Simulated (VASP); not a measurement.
# Al2O3 (P-3m1) in VASP: further runs

Runs on Al2O3. Level: PBEsol. Tasks: dielectric tensor, optical spectrum, density of states, electric field gradients.

Program: VASP 6.6.1. These are calculated values, not measurements. Logs are shortened: lines on timing, memory, paths and dates and some standing lists are left out, and cuts for length are marked.

**1. The crystal as given**

Symmetry: P-3m1, No. 164, trigonal system. The conventional cell has a = 3.017 Å, b = 3.017 Å, c = 7.575 Å, α = 90.00°, β = 90.00°, γ = 120.00°. Around Al (site symmetry 3m) lie 4 O at 1.68 to 1.84 Å. O (site symmetry -3m) has 2 Al at 1.68 Å as nearest neighbours. O (site symmetry 3m) has 3 Al at 1.84 Å as nearest neighbours.

Measurements of this composition are mostly on another form, of space group No. 167.

**2. Dielectric tensor, PBEsol**

Contents of INCAR:

```
PREC = Accurate ; ENCUT = 520
EDIFF = 1E-8 ; ISMEAR = 0
SIGMA = 0.02 ; LREAL = False
LASPH = True ; NELM = 60
ALGO = Normal ; ISIF = 2
LWAVE = False ; LCHARG = False
GGA = PS ; LEPSILON = True
```

Contents of KPOINTS:

```
regular mesh
0
Gamma
  10 10 4
```

Contents of POSCAR:

```
Al2O3
1.0
    3.0174825440      0.0000000000      0.0000000000
   -1.5087412720      2.6132165386      0.0000000000
    0.0000000000      0.0000000000      7.5746360022
Al O
2 3
Direct
    0.0000000000      0.0000000000      0.7220490000
    0.0000000000      0.0000000000      0.2779510000
    0.0000000000      0.0000000000      0.5000000000
    0.6666666667      0.3333333333      0.8005460000
    0.3333333333      0.6666666667      0.1994540000
```

Potentials or basis: VASP PAW PBE potentials, release 64 (Al, O).

The run is started by

```
$ cat potpaw_PBE.64/Al/POTCAR potpaw_PBE.64/O/POTCAR > POTCAR
$ mpirun -np 1 vasp_std > vasp.out
```

OUTCAR:

```text
PREC = Accurate
   ENCUT = 520
   EDIFF = 1E-8
   ISMEAR = 0
   LREAL = False
   LASPH = True
   NELM = 60
   ISIF = 2
   GGA = PS
   LEPSILON = True

 ion  position               nearest neighbor table
   1  0.000  0.000  0.722-   3 1.68   4 1.84   4 1.84   4 1.84   2 3.36
   2  0.000  0.000  0.278-   3 1.68   5 1.84   5 1.84   5 1.84   1 3.36
   3  0.000  0.000  0.500-   1 1.68   2 1.68
   4  0.667  0.333  0.801-   1 1.84   1 1.84   1 1.84
   5  0.333  0.667  0.199-   2 1.84   2 1.84   2 1.84

  LATTYP: Found a hexagonal cell.
 ALAT       =     3.0174825440
 C/A-ratio  =     2.5102501478

  Lattice vectors:

 A1 = (   3.0174825440,   0.0000000000,   0.0000000000)
 A2 = (  -1.5087412720,   2.6132165386,   0.0000000000)
 A3 = (   0.0000000000,   0.0000000000,   7.5746360022)

Analysis of symmetry for initial positions (statically):
=====================================================================
 Subroutine PRICEL returns:
 Original cell was already a primitive cell.

 Routine SETGRP: Setting up the symmetry group for a
 hexagonal supercell.

 Subroutine GETGRP returns: Found 12 space group operations
 (whereof 12 operations were pure point group operations)
 out of a pool of 24 trial point group operations.

The static configuration has the point symmetry D_3d.

Analysis of symmetry for dynamics (positions and initial velocities):
=====================================================================
 Subroutine PRICEL returns:
 Original cell was already a primitive cell.

 Routine SETGRP: Setting up the symmetry group for a
 hexagonal supercell.

 Subroutine GETGRP returns: Found 12 space group operations
 (whereof 12 operations were pure point group operations)
 out of a pool of 24 trial point group operations.

The dynamic configuration has the point symmetry D_3d.

 Subroutine INISYM returns: Found 12 space group operations
 (whereof 12 operations are pure point group operations),
 and found     1 'primitive' translations

----------------------------------------------------------------------------------------

                                     Primitive cell

  volume of cell :      59.7285

  direct lattice vectors                    reciprocal lattice vectors
     3.017482544  0.000000000  0.000000000     0.331402083  0.191335082  0.000000000
    -1.508741272  2.613216539  0.000000000     0.000000000  0.382670163  0.000000000
     0.000000000  0.000000000  7.574636002     0.000000000  0.000000000  0.132019545

  length of vectors
     3.017482544  3.017482544  7.574636002     0.382670163  0.382670163  0.132019545

  position of ions in fractional coordinates (direct lattice)
     0.000000000  0.000000000  0.722049000
     0.000000000  0.000000000  0.277951000
     0.000000000  0.000000000  0.500000000
     0.666666667  0.333333333  0.800546000
     0.333333333  0.666666667  0.199454000

  ion indices of the primitive-cell ions
   primitive index   ion index
                 1           1
                 2           2
                 3           3
                 4           4
                 5           5

----------------------------------------------------------------------------------------

 KPOINTS: regular mesh

Automatic generation of k-mesh.
 Grid dimensions read from file:
 generate k-points for:   10   10    4

 Generating k-lattice:

  Cartesian coordinates                     Fractional coordinates (reciprocal lattice)
     0.033140208  0.019133508  0.000000000     0.100000000  0.000000000  0.000000000
[... 92 lines left out ...]
  energy-cutoff  :      520.00
  volume of cell :       59.73
 maximum number of plane-waves:      1632
 NGX is ok and might be reduce to    24
   NGX = 11   NGY = 11   NGZ = 29

--------------------------------------- Ionic step        1  -------------------------------------------

 number of electron      24.0000012 magnetization

 E-fermi :   3.9013     XC(G=0):  -9.9413

 val. band max:        3.7448287102   @ k =   0.0000   0.0000   0.0000
 cond. band min:       5.9389863924   @ k =   0.0000   0.0000   0.0000
 fundamental gap:      2.1941576822
 Fermi energy:         3.9013250759

 k-point     1 :       0.0000    0.0000    0.0000
  band No.  band energies     occupation
      1     -15.8025      2.00000
      2     -15.6058      2.00000
      3     -13.0413      2.00000
      4      -2.1389      2.00000
      5      -0.7758      2.00000
      6       0.0128      2.00000
[... 433 lines left out ...]
      3     -12.6081      2.00000
      4      -3.6187      2.00000
      5      -3.2385      2.00000
      6      -0.6521      2.00000
[... 8 lines left out ...]
     15      11.8187      0.00000
     16      12.3170      0.00000

 [... further k-points ...]

  FORCE on cell =-STRESS in cart. coord.  units (eV):
  Direction    XX          YY          ZZ          XY          YZ          ZX
  --------------------------------------------------------------------------------------
  -------------------------------------------------------------------------------------
  Total       -1.4688329     -1.4688329     -0.9801007      0.0000000      0.0000000      0.0000000
  in kB      -39.4004372    -39.4004372    -26.2905313      0.0000000      0.0000000      0.0000000
  external PRESSURE =     -35.0304686 kB  Pullay stress =       0.0000000 kB

 VOLUME and BASIS-vectors are now :
 -----------------------------------------------------------------------------
  energy-cutoff  :      520.00
  volume of cell :       59.73
      direct lattice vectors                 reciprocal lattice vectors
     3.017482544  0.000000000  0.000000000     0.331402083  0.191335082  0.000000000
    -1.508741272  2.613216539  0.000000000     0.000000000  0.382670163  0.000000000
     0.000000000  0.000000000  7.574636002     0.000000000  0.000000000  0.132019545

 POSITION                                       TOTAL-FORCE (eV/Angst)
 -----------------------------------------------------------------------------------
      0.00000      0.00000      5.46926        -0.000000     -0.000000     -0.091912
      0.00000      0.00000      2.10538         0.000000      0.000000      0.091912
      0.00000      0.00000      3.78732        -0.000000      0.000000      0.000000
      1.50874      0.87107      6.06384         0.000000      0.000000     -0.188109
     -0.00000      1.74214      1.51079         0.000000     -0.000000      0.188109
 -----------------------------------------------------------------------------------
    total drift:                                0.000000      0.000000     -0.000000

  FREE ENERGIE OF THE ION-ELECTRON SYSTEM (eV)
  ---------------------------------------------------
  free  energy   TOTEN  =       -37.7280525925 eV

  energy  without entropy=      -37.7280525925  energy(sigma->0) =      -37.72805259

 HEAD OF MICROSCOPIC STATIC DIELECTRIC TENSOR (INDEPENDENT PARTICLE, excluding Hartree and local field effects)
 ------------------------------------------------------
           3.162024     0.000000     0.000000
           0.000000     3.162024     0.000000
           0.000000     0.000000     3.037215
 ------------------------------------------------------

 Free energy of the ion-electron system (eV)
  ---------------------------------------------------
  ---------------------------------------------------
  free energy    TOTEN  =        -0.37342610 eV

  energy without entropy =       -0.37342610

------------------------ aborting loop because EDIFF is reached ----------------------------------------

--------------------------------------- Ionic step        2  -------------------------------------------

------------------------ aborting loop because EDIFF is reached ----------------------------------------

--------------------------------------- Ionic step        3  -------------------------------------------

 Free energy of the ion-electron system (eV)
  ---------------------------------------------------
  ---------------------------------------------------
  free energy    TOTEN  =        -0.31152071 eV

  energy without entropy =       -0.31152071

------------------------ aborting loop because EDIFF is reached ----------------------------------------

 PIEZOELECTRIC TENSOR FIELD DIRECTION 3  (e Angst)
 -----------------------------------------------------------------------------
    -0.00082 -0.00000  0.00000           ( -0.00000 -0.00000  0.00000)
     0.00000 -0.00082  0.00000           (  0.00000 -0.00000  0.00000)
     0.00000 -0.00000  0.00124           (  0.00000  0.00000 -0.00000)

 PIEZOELECTRIC TENSOR FIELD DIRECTION 3  (C/m^2)
 -----------------------------------------------------------------------------
    -0.00022 -0.00000  0.00000
     0.00000 -0.00022  0.00000
     0.00000 -0.00000  0.00033

 MACROSCOPIC STATIC DIELECTRIC TENSOR (including local field effects in DFT)
 ------------------------------------------------------
           3.074714     0.000000     0.000000
           0.000000     3.074714     0.000000
           0.000000     0.000000     2.722656
 ------------------------------------------------------

 PIEZOELECTRIC TENSOR (including local field effects)  for field in x, y, z        (e  Angst)
          XX          YY          ZZ          XY          YZ          ZX
  --------------------------------------------------------------------------------
  x     0.00000     0.00000     0.00000     0.00000     0.00000     0.00000
  y     0.00000     0.00000     0.00000     0.00000     0.00000     0.00000
  z     0.00000     0.00000     0.00000     0.00000     0.00000     0.00000

 PIEZOELECTRIC TENSOR (including local field effects)  for field in x, y, z        (C/m^2)
          XX          YY          ZZ          XY          YZ          ZX
  --------------------------------------------------------------------------------
  x     0.00000     0.00000     0.00000     0.00000     0.00000     0.00000
  y     0.00000     0.00000     0.00000     0.00000     0.00000     0.00000
  z     0.00000     0.00000     0.00000     0.00000     0.00000     0.00000

 BORN EFFECTIVE CHARGES (including local field effects) (in |e|, cummulative output)
 ---------------------------------------------------------------------------------
 ion    1
    1     2.73567     0.00000     0.00000
    2     0.00000     2.73567     0.00000
    3    -0.00000    -0.00000     2.24859
 ion    2
    1     2.73567     0.00000     0.00000
    2     0.00000     2.73567     0.00000
    3     0.00000     0.00000     2.24859
 ion    3
    1    -1.51237     0.00000     0.00000
    2     0.00000    -1.51237     0.00000
    3    -0.00000     0.00000    -1.97160
 ion    4
    1    -1.97949     0.00000     0.00000
    2     0.00000    -1.97949     0.00000
    3    -0.00000    -0.00000    -1.26279
 ion    5
    1    -1.97949     0.00000     0.00000
    2     0.00000    -1.97949     0.00000
    3     0.00000    -0.00000    -1.26279
```

It took 3.1 min on 1 thread of Intel Xeon 6975P-C (Granite Rapids), shared host; peak memory 0.4 GiB.

Results:

- Band gap on the k mesh: 2.19 eV, direct
- Electronic dielectric tensor (diagonal): 3.07, 3.07, 2.72
- Born charges (mean of the diagonal): Al +2.57; O -1.67, -1.74 e

Electronic dielectric tensor:
```
3.07 0.00 0.00
0.00 3.07 0.00
0.00 0.00 2.72
```

Born effective charge tensors (e):
atom 1, Al
```
2.74 0.00 0.00
0.00 2.74 0.00
0.00 0.00 2.25
```
atom 2, Al
```
2.74 0.00 0.00
0.00 2.74 0.00
0.00 0.00 2.25
```
atom 3, O
```
-1.51  0.00  0.00
 0.00 -1.51  0.00
 0.00  0.00 -1.97
```
atom 4, O
```
-1.98  0.00  0.00
 0.00 -1.98  0.00
 0.00  0.00 -1.26
```
atom 5, O
```
-1.98  0.00  0.00
 0.00 -1.98  0.00
 0.00  0.00 -1.26
```

Caveat: the PAW data sets were made with another functional, which shifts forces and pressure a little. A k mesh can miss the band edges.

(Part 1 of 3 ends here.)
